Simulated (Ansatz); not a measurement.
# Stack of 1T-PdSSe under 1T-PtSSe, shifted by a third of the diagonal in a perpendicular field, part 3 of 4

Aim: how the stack of 1T-PdSSe under 1T-PtSSe, shifted by a third of the diagonal screens a field along its normal, and what the field does to its bands. A positive field points along +c.

Ansatz 0.2.0; plane-wave DFT, PBE-D3(BJ), Ansatz PAW (the session's first sound run).

So far, gap along the path (eV): step 3 (single point, field 0, start network) 0.412; step 5 (field -0.03 V/Å) 0.417; step 6 (field 0.15 V/Å) 0.387; step 7 (field 0.25 V/Å) 0.371; step 8 (field -0.25 V/Å) 0.452.

## Step 10: Relaxing in the field, field 0.1 V/Å

This step: plane-wave DFT, PBE-D3(BJ), Ansatz PAW (Ansatz 0.2.0).

Now the atoms may follow the field. A weak field makes forces of meV/Å to tens of meV/Å, so the force tolerance is set well below the usual one.

input.yaml

```yaml
crystal:
  lattice:
    - [3.6117361806, 0.0, 0.0]
    - [-1.8058680903, 3.1278552842, 0.0]
    - [0.0, 0.0, 26.0132374543]
  atoms:
    - { symbol: Se, position: [0.6666666667, 0.3333333333, 0.3459776975] }
    - { symbol: Pd, position: [0.0, 0.0, 0.39834024] }
    - { symbol: S, position: [0.3333333333, 0.6666666667, 0.4450861252] }
    - { symbol: Se, position: [0.0, 0.0, 0.5547539169] }
    - { symbol: Pt, position: [0.3333333333, 0.6666666667, 0.6068712106] }
    - { symbol: S, position: [0.6666666667, 0.3333333333, 0.6540223025] }
kpoints:
  mp_grid: { grid: [12, 12, 1] }
hamiltonian:
  xc: pbe
  dispersion: d3bj
scf:
  occupations: { method: fermi_dirac, width: 0.02585 }
  convergence: { dr2_threshold: 1.0e-10 }
efield:
  axis: 3
  dipole_correction: true
  ramp_position: 0.9519
  ramp_width: 0.0903
  amplitude: 0.1
relax:
  f_tol: 0.001
  max_steps: 60
output:
  write_potential: true
  write_density: true
  volumetric_format: npy
```

Command:

```console
$ ansatz run input.yaml --threads 4 --pin off --max-ram 6144MiB --backend cpu --events-out ev --progress --plain --runs-dir out
```

Numbers of over 12 decimals in the logs are rounded to 6 here.

The log of the run:

```text
[...]
Crystal: 6 atoms, lattice volume = 293.871 Å³
Basis set: ecut = 420 eV, 5643 PW (Γ), exchange–correlation on 50×50×360 points (8 copies of the dense FFT grid, shifted against one another)
Bands: 48, of which v1, the nominal top of the filled ones, is band 40 counted from 1 (39 counted from 0)
Symmetry: 6 space group operations
[...]
k-points: 19 of 144 (time reversal used)
[...]
SCF iter   1: F=—  HF=-32247.887940 eV  |F-HF|=—  |Δ(HF+E_count)|=         —  Δρ=9.59e-2  dr2=3.96e1  ethr=3.10e-3  p=0.063 e·Å  D=3.90e-2 V/Å  ΔV_dip=-1.01 eV  dr2_dipole=3.55e-1  V_vac-E_F(+/−)=4.68/3.39 eV  ⟨swp⟩=8.7  Hψ=3895  notcnv=0
[...]
SCF iter  16: F=-32241.837036 eV  HF=-32241.837036 eV  |F-HF|=1.11e-9  |Δ(HF+E_count)|=   5.60e-9  Δρ=7.97e-8  dr2=5.36e-11  ethr=1.00e-12  p=-0.000 e·Å  D=-7.84e-5 V/Å  ΔV_dip=0.00 eV  dr2_dipole=3.42e-12  V_vac-E_F(+/−)=6.42/4.11 eV  ⟨swp⟩=7.3  Hψ=4661  notcnv=0
SCF 1 converged in 16 iterations: F = -32241.837036 eV  dr2 = 5.36e-11
[...]
relax step   1: F+E_penalty+E_count = -32241.83703617 eV  Δ(F+E_penalty+E_count) = +0.000e0 eV  max|allowed force component| = 3.988e-3 eV/Å  Δτ_max = 0.0000 Å  (16 SCF iters, accepted)
[...]
SCF iter  14: F=-32241.836821 eV  HF=-32241.836821 eV  |F-HF|=5.46e-11  |Δ(HF+E_count)|=  7.28e-12  Δρ=3.96e-8  dr2=1.94e-11  ethr=1.00e-12  p=0.000 e·Å  D=2.22e-4 V/Å  ΔV_dip=-0.01 eV  dr2_dipole=3.49e-12  V_vac-E_F(+/−)=6.41/4.11 eV  ⟨swp⟩=5.1  Hψ=4155  notcnv=0
SCF 2 converged in 14 iterations: F = -32241.836821 eV  dr2 = 1.94e-11
relax step   2: F+E_penalty+E_count = -32241.83682088 eV  Δ(F+E_penalty+E_count) = +2.153e-4 eV  max|allowed force component| = 1.477e-2 eV/Å  Δτ_max = 0.0183 Å  (14 SCF iters, rejected (line search))
SCF iter   1: F=—  HF=-32241.837313 eV  |F-HF|=—  |Δ(HF+E_count)|=         —  Δρ=1.98e-3  dr2=3.50e-3  ethr=4.36e-5  p=0.000 e·Å  D=2.22e-4 V/Å  ΔV_dip=-0.01 eV  dr2_dipole=7.15e-5  V_vac-E_F(+/−)=6.41/4.11 eV  ⟨swp⟩=3.4  Hψ=1840  notcnv=0  defer=51
[...]
SCF iter  13: F=-32241.837061 eV  HF=-32241.837061 eV  |F-HF|=9.09e-11  |Δ(HF+E_count)|=  8.00e-11  Δρ=7.86e-8  dr2=6.27e-11  ethr=1.00e-12  p=-0.000 e·Å  D=-6.41e-6 V/Å  ΔV_dip=0.00 eV  dr2_dipole=2.44e-11  V_vac-E_F(+/−)=6.42/4.11 eV  ⟨swp⟩=5.8  Hψ=4371  notcnv=0
SCF 3 converged in 13 iterations: F = -32241.837061 eV  dr2 = 6.27e-11
relax step   3: F+E_penalty+E_count = -32241.83706064 eV  Δ(F+E_penalty+E_count) = -2.447e-5 eV  max|allowed force component| = 2.713e-3 eV/Å  Δτ_max = 0.0048 Å  (13 SCF iters, accepted)
[...]
relax step   4: F+E_penalty+E_count = -32241.83706096 eV  Δ(F+E_penalty+E_count) = -3.158e-7 eV  max|allowed force component| = 1.556e-3 eV/Å  Δτ_max = 0.0005 Å  (9 SCF iters, accepted)
SCF iter   1: F=—  HF=-32241.837025 eV  |F-HF|=—  |Δ(HF+E_count)|=         —  Δρ=8.14e-6  dr2=8.17e-8  ethr=1.12e-9  p=-0.000 e·Å  D=-2.74e-6 V/Å  ΔV_dip=0.00 eV  dr2_dipole=3.40e-9  V_vac-E_F(+/−)=6.42/4.11 eV  ⟨swp⟩=2.1  Hψ=1632  notcnv=0  defer=51
[...]
SCF iter   7: F=-32241.837061 eV  HF=-32241.837061 eV  |F-HF|=2.55e-11  |Δ(HF+E_count)|=  7.28e-12  Δρ=6.15e-8  dr2=1.47e-11  ethr=1.00e-12  p=-0.000 e·Å  D=-3.55e-6 V/Å  ΔV_dip=0.00 eV  dr2_dipole=4.68e-13  V_vac-E_F(+/−)=6.42/4.11 eV  ⟨swp⟩=6.0  Hψ=4535  notcnv=0
SCF 5 converged in 7 iterations: F = -32241.837061 eV  dr2 = 1.47e-11
relax step   5: F+E_penalty+E_count = -32241.83706109 eV  Δ(F+E_penalty+E_count) = -1.364e-7 eV  max|allowed force component| = 3.357e-5 eV/Å  Δτ_max = 0.0002 Å  (7 SCF iters, accepted)
[...]
the band table was solved once a step of the walk had ended and its energy, with any forces and stress, was formed, with the checks that follow a solve (4870 applications of the Hamiltonian). They found nothing against the state; the energy, forces and stress were not computed again (output.eigenvalues in the input reference)
SCF converged after 7 iterations
Free energy (F): -32241.837061 eV
[...]
Internal energy: -32241.837038 eV  (E = F + TS)
E sigma→0 (E₀):  -32241.837049 eV
Entropy (-TS):   -0.000023 eV (-0.004 meV/atom)
Fermi energy:    1.299589 eV
Dipole field:    D = -0.000003 V/Å  (p = -0.000005 e·Å, saw-weighted, corrected)
Work function:   not extracted (applied field tilts the vacuum); planar V_es + V_field profile in the machine report
[...]
--- Forces (eV/Å), atoms counted from 1 ---
  atom   1  Se     0.00000000    -0.00000000    -0.00000409
  atom   2  Pd     0.00000000     0.00000000    -0.00000238
  atom   3  S      0.00000000     0.00000000    -0.00001306
  atom   4  Se     0.00000000    -0.00000000     0.00002785
  atom   5  Pt    -0.00000000     0.00000000    -0.00003297
  atom   6  S      0.00000000     0.00000000     0.00002822
  max |Σ_I F_I| component: 3.58e-6 eV/Å
--- Band table (eV; the first three rows and the last of 19) ---
  k-point 0: bands = [... 36 lower, 0.5042, 0.6844, 0.6844, 0.8143, 2.9128, 2.9128, 3.8565, 3.8565, ... 4 higher]
  k-point 1: bands = [... 36 lower, 0.4849, 0.7034, 0.7126, 1.0390, 2.5100, 2.8224, 3.4042, 3.7418, ... 4 higher]
  k-point 2: bands = [... 36 lower, 0.3629, 0.6718, 0.7369, 1.0057, 1.8382, 2.6541, 2.7051, 3.5303, ... 4 higher]
  k-point 18: bands = [... 36 lower, -0.8539, -0.5831, -0.1709, 0.0246, 1.5958, 1.8473, 2.6318, 2.9466, ... 4 higher]
--- Relaxed structure (5 steps of the walk, 4 accepted, 0 SCFs on fresh bases) ---
  F+E_penalty+E_count = -32241.83706109 eV   max|allowed force component| = 3.357e-5 eV/Å
  atoms:
    - { symbol: Se, position: [0.666667, 0.333333, 0.346147] }
    - { symbol: Pd, position: [0, 0, 0.398514] }
    - { symbol: S, position: [0.333333, 0.666667, 0.445260] }
    - { symbol: Se, position: [0, 0, 0.554592] }
    - { symbol: Pt, position: [0.333333, 0.666667, 0.606699] }
    - { symbol: S, position: [0.666667, 0.333333, 0.653838] }
```

Elapsed: 39 s, on 4 threads of Arm Neoverse V1, shared host; peak memory 0.66 GiB.

Hardly anything moved in the relaxation; the energy changed by under 0.2 meV an atom.

This step gave:

| Property | Result |
| --- | --- |
| dipole along the normal | -4.54e-6 e·Å |

The relaxation took 5 steps and lowered the energy by 2.5e-5 eV; the largest force on the free atoms ends at 3.4e-5 eV/Å.

The dipole is -4.5e-6 e·Å, 0.0614 e·Å from its value without field, and the gap on the mesh 0.390 eV.

## Step 11: Field on, atoms free, field -0.1 V/Å

The opposite sign, again from the field-free geometry; the difference of the two cancels what relaxes without a field.

Changes to input.yaml since step 10:

```diff
@@ -25,3 +25,3 @@
   ramp_width: 0.0903
-  amplitude: 0.1
+  amplitude: -0.1
 relax:
```

The log of the run:

```text
[...]
Crystal: 6 atoms, lattice volume = 293.871 Å³
Basis set: ecut = 420 eV, 5643 PW (Γ), exchange–correlation on 50×50×360 points (8 copies of the dense FFT grid, shifted against one another)
Bands: 48, of which v1, the nominal top of the filled ones, is band 40 counted from 1 (39 counted from 0)
Symmetry: 6 space group operations
[...]
F+E_penalty+E_count = -32241.84933240 eV   max|allowed force component| = 3.168e-4 eV/Å
  atoms:
    - { symbol: Se, position: [0.666667, 0.333333, 0.346065] }
    - { symbol: Pd, position: [0, 0, 0.398411] }
    - { symbol: S, position: [0.333333, 0.666667, 0.445139] }
    - { symbol: Se, position: [0, 0, 0.554689] }
    - { symbol: Pt, position: [0.333333, 0.666667, 0.606800] }
    - { symbol: S, position: [0.666667, 0.333333, 0.653948] }
[key lines of the parts left out:]
SCF converged after 7 iterations
Free energy (F): -32241.849332 eV
Fermi energy:    1.317986 eV
Dipole field:    D = -0.075523 V/Å  (p = -0.122652 e·Å, saw-weighted, corrected)
```

Elapsed: 30 s, on 4 threads; peak memory 0.65 GiB; 2 min of CPU time.

Hardly anything moved in the relaxation; the energy changed by under 0.2 meV an atom.

Numbers from this step:

```
dipole along the normal : -0.1227 e·Å
```

The relaxation took 4 steps and lowered the energy by 5.8e-6 eV; the largest force on the free atoms ends at 3.2e-4 eV/Å.

The dipole is -0.123 e·Å, -0.0612 e·Å from its value without field, and the gap on the mesh 0.426 eV.

## Step 12: Response, atoms relaxed

This step: plane-wave DFT, PBE-D3(BJ), Ansatz PAW; response to a field along the normal, atoms relaxed (Ansatz 0.2.0).

The same analysis on the two relaxed runs holds the ionic part too; their mesh is coarser, so small differences from the held value can come from that.

This step gave:

| Property | Result |
| --- | --- |
| equivalent conductor thickness p/(ε₀AE) | 9.823 Å |
| distance between the outer atoms | 8.009 Å |

The dipole of the cell by applied field:

```tsv
applied field (V/Å)	dipole of the cell (e·Å)
-0.1000	-0.123
0.1000	-4.5e-6
```

Local field over the applied field, running mean. From the potentials at -0.1 and 0.1 V/Å; running mean over 2.5 Å. Local field over applied field against z:

z (Å), local field over applied field and a bar from the least value:
```
        5      0.994 ##############################
        6      0.961 #############################
        7      0.829 #########################
        8      0.467 ################
        9      0.140 #######
       10     -0.020 ###
       11     -0.112 
       12      0.088 #####
       13      0.154 #######
       14      0.057 #####
       15      0.115 ######
       16      0.098 ######
       17      0.202 #########
       18      0.479 ################
       19      0.756 #######################
       20      0.967 #############################
       21      0.996 ##############################
```

Electrons, planar mean, per unit field. Table of induced electron density by z:

```tsv
z (Å)	induced electron density (e/Å³ per V/Å)
4.5	9.1e-6
5.0	2.6e-5
5.5	7.3e-5
6.0	2.0e-4
6.5	4.8e-4
7.0	0.00106
7.5	0.00172
8.0	3.3e-4
8.5	-0.0161
9.0	-0.00225
9.5	0.00976
10.0	-0.0274
10.5	0.0123
11.0	0.0171
11.5	0.00297
12.0	0.00328
12.5	0.00445
13.0	0.00269
13.5	0.00523
14.0	0.0299
14.5	-0.0151
15.0	-0.00178
15.5	0.0193
16.0	-0.0155
16.5	-0.0127
17.0	-0.00459
17.5	-0.00669
18.0	-0.00729
18.5	-0.00314
19.0	-0.00118
19.5	-4.2e-4
20.0	-1.5e-4
20.5	-5.0e-5
21.0	-1.6e-5
21.5	-5.8e-6
```

The induced dipole is that of a conductor 9.82 Å thick.

## Step 13: With spin-orbit coupling, k-mesh 12×12×1

This step: plane-wave DFT, PBE, fully relativistic PAW with spin-orbit coupling (Ansatz 0.2.0).

Heavy atoms split their bands by spin-orbit coupling, so this run uses fully relativistic files and two-component states.

input.yaml, the sections that differ from step 11:

```yaml
kpoints:
  mp_grid: { grid: [12, 12, 1] }
  band_path: { path: [[0, 0, 0], [0.12, 0, 0]], npoints: 24 }
hamiltonian:
  xc: pbe
  pseudopotentials: { kind: paw_fr }
magnetization:
  noncollinear: true
  spin_orbit: true
scf:
  occupations: { method: fermi_dirac, width: 0.02585 }
  convergence: { dr2_threshold: 1.0e-09 }
efield:
  axis: 3
  dipole_correction: true
  ramp_position: 0.97
  ramp_width: 0.06
  amplitude: 0
# crystal, output: as in step 11
# relax: removed
```

The log of the run:

```text
[...]
non-collinear run that drives no moment, with spin-orbit: no starting moment large enough to seed its density (crystal.atoms[].spin), no starting occupations that ask for one, no magnetisation constraint and no magnetic field, so the semilocal B_xc is pinned to zero
Crystal: 6 atoms, lattice volume = 293.871 Å³
Basis set: ecut = 420 eV, 5643 PW (Γ)
Bands: 96, of which v1, the nominal top of the filled ones, is band 80 counted from 1 (79 counted from 0)
Symmetry: 6 space group operations + 6 with time reversal
[...]
k-points: 19 of 144 (time reversal used)
Projection manifold: j_resolved (fully-relativistic pseudo-atomic orbitals)
[...]
SCF iter   1: F=—  HF=-32282.888574 eV  |F-HF|=—  |Δ(HF+E_count)|=         —  Δρ=9.56e-2  dr2=3.93e1  dr2_m=0.00e0 (ungated)  ethr=3.10e-3  |M|=0.00e0 ∫|m|=0.00e0 μB  |m|>n=0.0e0 m-floor=0.0e0 τ_xc=0.0e0  β_m=0.30  p=-0.000 e·Å  D=-8.92e-7 V/Å  ΔV_dip=0.00 eV  dr2_dipole=2.86e-1  V_vac-E_F(+/−)=4.05/4.05 eV  ⟨swp⟩=10.7  Hψ=9579  notcnv=0  defer=22
[...]
spin=Noncollinear: Resta preconditioning applied to the charge; magnetization (m_x, m_y, m_z) channels mix plain (no charge-response kernel on spin).
SCF iter   2: F=—  HF=-32277.071695 eV  |F-HF|=—  |Δ(HF+E_count)|=    5.82e0  Δρ=2.75e-2  dr2=2.05e0  dr2_m=0.00e0 (ungated)  ethr=3.10e-3  |M|=0.00e0 ∫|m|=0.00e0 μB  |m|>n=0.0e0 m-floor=0.0e0 τ_xc=0.0e0  β_m=0.64  p=-0.079 e·Å  D=-4.89e-2 V/Å  ΔV_dip=1.27 eV  dr2_dipole=1.97e-1  V_vac-E_F(+/−)=6.35/5.07 eV  ⟨swp⟩=4.0  Hψ=4613  notcnv=0  defer=152
[...]
spin=Noncollinear: LDOS preconditioning applied to the charge; magnetization (m_x, m_y, m_z) channels mix plain (no charge-response kernel on spin).
SCF iter   3: F=—  HF=-32276.834921 eV  |F-HF|=—  |Δ(HF+E_count)|=   2.37e-1  Δρ=8.25e-3  dr2=9.14e-2  dr2_m=0.00e0 (ungated)  ethr=2.56e-3  |M|=0.00e0 ∫|m|=0.00e0 μB  |m|>n=0.0e0 m-floor=0.0e0 τ_xc=0.0e0  β_m=0.71  p=-0.071 e·Å  D=-4.38e-2 V/Å  ΔV_dip=1.14 eV  dr2_dipole=3.09e-3  V_vac-E_F(+/−)=5.96/4.82 eV  ⟨swp⟩=2.2  Hψ=2828  notcnv=0  defer=152
[...]
SCF iter  13: F=-32276.826548 eV  HF=-32276.826548 eV  |F-HF|=1.49e-10  |Δ(HF+E_count)|=   1.20e-8  Δρ=3.16e-7  dr2=4.45e-10  dr2_m=0.00e0 (ungated)  ethr=1.25e-12  |M|=0.00e0 ∫|m|=0.00e0 μB  |m|>n=0.0e0 m-floor=0.0e0 τ_xc=0.0e0  p=-0.060 e·Å  D=-3.71e-2 V/Å  ΔV_dip=0.96 eV  dr2_dipole=3.49e-11  V_vac-E_F(+/−)=5.76/4.79 eV  ⟨swp⟩=15.5  Hψ=7357  notcnv=0
SCF 1 converged in 13 iterations: F = -32276.826548 eV  dr2 = 4.45e-10
[...]
SCF converged after 13 iterations
Magnetization: |M| = 0.0000 μB,  M = (+0.0000, +0.0000, +0.0000) μB
Absolute magnetization: 0.0000 μB (∫|m|)
  site 0: m = (+0.0000, +0.0000, +0.0000) μB, |m| = 0.0000 μB  (R = 1.03 Å)
  site 1: m = (+0.0000, +0.0000, +0.0000) μB, |m| = 0.0000 μB  (R = 1.00 Å)
  site 2: m = (+0.0000, +0.0000, +0.0000) μB, |m| = 0.0000 μB  (R = 1.00 Å)
  site 3: m = (+0.0000, +0.0000, +0.0000) μB, |m| = 0.0000 μB  (R = 1.03 Å)
  site 4: m = (+0.0000, +0.0000, +0.0000) μB, |m| = 0.0000 μB  (R = 1.00 Å)
  site 5: m = (+0.0000, +0.0000, +0.0000) μB, |m| = 0.0000 μB  (R = 1.00 Å)
Free energy (F): -32276.826548 eV
[...]
Internal energy: -32276.826513 eV  (E = F + TS)
E sigma→0 (E₀):  -32276.826531 eV
Entropy (-TS):   -0.000035 eV (-0.006 meV/atom)
Fermi energy:    1.320358 eV
Dipole field:    D = -0.037054 V/Å  (p = -0.060176 e·Å, saw-weighted, corrected)
Work function:   Φ+ = 5.7584 eV   Φ− = 4.7945 eV
[...]
--- Band table (eV; the first three rows and the last of 19) ---
  k-point 0: bands = [... 76 lower, 0.8042, 0.8042, 0.8620, 0.8620, 2.9130, 2.9130, 2.9870, 2.9870, ... 12 higher]
  k-point 1: bands = [... 76 lower, 0.8066, 0.8107, 1.0605, 1.0778, 2.5425, 2.5440, 2.8610, 2.8639, ... 12 higher]
  k-point 2: bands = [... 76 lower, 0.7875, 0.8229, 1.0436, 1.0551, 1.8486, 1.8897, 2.6725, 2.6749, ... 12 higher]
  k-point 18: bands = [... 76 lower, -0.2445, -0.1043, -0.0825, 0.1255, 1.5939, 1.6608, 1.8717, 1.8960, ... 12 higher]
```

Elapsed: 1.9 min, on 4 threads; peak memory 2.6 GiB.

Numbers from this step:

* dipole along the normal: -0.06018 e·Å
* gap along the path: 1.081 eV
* smallest direct gap along the path: 1.081 eV
* step between the vacuum levels: 0.9639 eV
* gap, the smaller of path and mesh: 0.3350 eV

Electronic bands along the path, in eV, zero at the Fermi level of the run, which the smearing sets inside the gap:

```tsv
point	band 77	band 78	band 79	band 80	band 81	band 82	band 83	band 84
Γ	-0.52	-0.52	-0.46	-0.46	1.59	1.59	1.67	1.67
halfway	-0.52	-0.52	-0.33	-0.31	1.40	1.40	1.59	1.59
end	-0.51	-0.49	-0.20	-0.18	0.90	0.91	1.46	1.47
```

The gap is 0.33 eV. The band edges sampled here don't span that gap, so no ionisation energy or affinity is read off.

## Step 14: Spin splitting near the zone centre, field 0

This step: plane-wave DFT, PBE, fully relativistic PAW with spin-orbit coupling; spin splitting near the zone centre (Ansatz 0.2.0).

Levels that meet at the zone centre are followed outwards; a split that grows in proportion to k gives the Rashba parameter as ΔE/2k.

This step gave:

- largest split over 2k that stays linear in k: 0.3850 eV Å

Groups of levels that meet at the zone centre and whose split, tested at two k, grows in proportion to k or stays under 1 meV; groups that fail this test are left out. Spin splitting, by row:

```tsv
level at the first point (eV from the Fermi level)	states	split at k = 0.030 1/A (eV)	split over 2k (eV Å)
-2.203	2	0.0049	0.08131
-2.032	2	0.0232	0.385
-1.388	2	0.0231	0.3833
-0.5162	2	1.00e-4	0
1.593	2	0.0017	0.02821
```

## Step 15: With spin-orbit coupling, k-mesh 12×12×1, field 0.1 V/Å

This step: plane-wave DFT, PBE, fully relativistic PAW with spin-orbit coupling (Ansatz 0.2.0).

The same in a field along the normal.

Changes to input.yaml since step 13:

```diff
@@ -27,5 +27,5 @@
   dipole_correction: true
-  ramp_position: 0.97
-  ramp_width: 0.06
-  amplitude: 0
+  ramp_position: 0.9519
+  ramp_width: 0.0903
+  amplitude: 0.1
 output:
```

The log of the run:

```text
[...]
Crystal: 6 atoms, lattice volume = 293.871 Å³
Basis set: ecut = 420 eV, 5643 PW (Γ)
Bands: 96, of which v1, the nominal top of the filled ones, is band 80 counted from 1 (79 counted from 0)
Symmetry: 6 space group operations + 6 with time reversal
[...]
k-points: 19 of 144 (time reversal used)
[...]
k-point 0: bands = [... 76 lower, 0.8179, 0.8179, 0.8662, 0.8662, 2.8954, 2.8954, 2.9693, 2.9693, ... 12 higher]
  k-point 1: bands = [... 76 lower, 0.8249, 0.8294, 1.0618, 1.0809, 2.5246, 2.5265, 2.8435, 2.8464, ... 12 higher]
  k-point 2: bands = [... 76 lower, 0.8092, 0.8466, 1.0458, 1.0567, 1.8333, 1.8744, 2.6662, 2.6694, ... 12 higher]
  k-point 18: bands = [... 76 lower, -0.2286, -0.0870, -0.0588, 0.1470, 1.5747, 1.6412, 1.8619, 1.8866, ... 12 higher]
[key lines of the parts left out:]
SCF converged after 13 iterations
Magnetization: |M| = 0.0000 μB,  M = (+0.0000, +0.0000, +0.0000) μB
Free energy (F): -32276.823598 eV
Fermi energy:    1.313774 eV
Dipole field:    D = 0.000741 V/Å  (p = 0.001203 e·Å, saw-weighted, corrected)
```

It took 1.9 min on 4 threads; peak memory 2.6 GiB; 7.4 min of CPU time.

Numbers from this step:

| Property | Result |
| --- | --- |
| dipole along the normal | 0.001203 e·Å |
| gap along the path | 1.061 eV |
| smallest direct gap along the path | 1.061 eV |
| gap, the smaller of path and mesh | 0.3175 eV |

The dipole is 0.00120 e·Å, and the gap 0.317 eV.

## Step 16: Spin splitting near the zone centre, field 0.1 V/Å

This step: plane-wave DFT, PBE, fully relativistic PAW with spin-orbit coupling; spin splitting near the zone centre (Ansatz 0.2.0).

This step gave:

| Property | Result |
| --- | --- |
| largest split over 2k that stays linear in k | 0.3767 eV Å |

(Part 3 of 4 ends here.)

[Logs are printed without paths, hosts, clocks, repeated set-up lines and the standing remarks that a program may print on its own settings, such as how far it seeks lower states.]

[Hosts, paths, dates, database ids (printed as entryN), source tags and the programs' standing remarks are cut or masked in the printed files.]

[Maps of the electrostatic potential energy from Ansatz leave out the sawtooth potential of an applied field or a dipole correction, so their vacuum need not be flat; planar profiles and work functions include it.]
